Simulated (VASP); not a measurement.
Set up this calculation in VASP 6.6.1, as the native input.

```
Task                   : band structure
Functional             : LDA
Potentials or basis    : VASP PAW LDA potentials, release 64 (Ta_pv, N)
Cutoff                 : 520 eV
k mesh                 : 7 × 7 × 3
Occupations            : fermi-dirac, width 0.05 eV
Spin                   : spin-orbit coupling, no magnetisation
Further INCAR settings : ALGO = Normal; EDIFF = 1e-06; NBANDS = 52
```

The system is Ta3N.

```
CELL_PARAMETERS angstrom
3.03222 0.00000 0.00000
-1.51611 2.62598 0.00000
0.00000 0.00000 7.52414
ATOMIC_POSITIONS crystal
Ta 0.66667 0.33333 0.82607
Ta 0.33333 0.66667 0.17393
Ta 0.00000 0.00000 0.50000
N 0.00000 0.00000 0.00000
```

The cell comes from a database or a generator and needn't be the stable form of this composition.

The input as run:

POSCAR

```
Ta3N
1.0
    3.0322239879      0.0000000000      0.0000000000
   -1.5161119940      2.6259830035      0.0000000000
    0.0000000000      0.0000000000      7.5241370000
Ta N
3 1
Direct
    0.6666666667      0.3333333333      0.8260700000
    0.3333333333      0.6666666667      0.1739300000
    0.0000000000      0.0000000000      0.5000000000
    0.0000000000      0.0000000000      0.0000000000
```

INCAR.step1

```
SYSTEM = Ta3N
PREC = Accurate ; ENCUT = 520
EDIFF = 1E-6 ; ISMEAR = -1
SIGMA = 0.05 ; LREAL = .FALSE.
LASPH = .TRUE. ; NELM = 80
ALGO = Normal ; ISIF = 2
LWAVE = .FALSE. ; LCHARG = .TRUE.
MAGMOM = 0 0 0 0 0 0 0 0 0 0 0 0 ; LORBIT = 11
LSORBIT = .TRUE. ; GGA_COMPAT = .FALSE.
LMAXMIX = 4 ; NBANDS = 52
```

KPOINTS.step1

```
regular mesh
0
G
  7 7 3
  0 0 0
```

INCAR.step2

```
SYSTEM = Ta3N
PREC = Accurate ; ENCUT = 520
EDIFF = 1E-6 ; ISMEAR = 0
SIGMA = 0.05 ; LREAL = .FALSE.
LASPH = .TRUE. ; NELM = 80
ALGO = Normal ; ISIF = 2
LWAVE = .FALSE. ; LCHARG = .FALSE.
MAGMOM = 0 0 0 0 0 0 0 0 0 0 0 0 ; LORBIT = 11
LSORBIT = .TRUE. ; GGA_COMPAT = .FALSE.
LMAXMIX = 4 ; NBANDS = 52
ICHARG = 11
```

KPOINTS.step2

```
path GMKGALHA,LM,KH
10
line-mode
reciprocal
 0.0000000000  0.0000000000  0.0000000000  G
 0.5000000000  0.0000000000  0.0000000000  M

 0.5000000000  0.0000000000  0.0000000000  M
 0.3333333333  0.3333333333  0.0000000000  K

 0.3333333333  0.3333333333  0.0000000000  K
 0.0000000000  0.0000000000  0.0000000000  G

 0.0000000000  0.0000000000  0.0000000000  G
 0.0000000000  0.0000000000  0.5000000000  A

 0.0000000000  0.0000000000  0.5000000000  A
 0.5000000000  0.0000000000  0.5000000000  L

 0.5000000000  0.0000000000  0.5000000000  L
 0.3333333333  0.3333333333  0.5000000000  H

 0.3333333333  0.3333333333  0.5000000000  H
 0.0000000000  0.0000000000  0.5000000000  A

 0.5000000000  0.0000000000  0.5000000000  L
 0.5000000000  0.0000000000  0.0000000000  M

 0.3333333333  0.3333333333  0.0000000000  K
 0.3333333333  0.3333333333  0.5000000000  H
```

Potentials or basis: VASP PAW LDA potentials, release 64 (Ta_pv, N).

The run is started by

```console
$ cat potpaw_LDA.64/Ta_pv/POTCAR potpaw_LDA.64/N/POTCAR > POTCAR
$ cp INCAR.step1 INCAR
$ cp KPOINTS.step1 KPOINTS
$ mpirun -np 1 vasp_ncl > vasp.out
$ cp INCAR.step2 INCAR
$ cp KPOINTS.step2 KPOINTS
$ mpirun -np 1 vasp_ncl > vasp.out
```

Wall time 3.2 min on 1 thread of Intel(R) Xeon(R) 6975P-C (Granite Rapids) (shared host), peak memory 0.49 GiB.
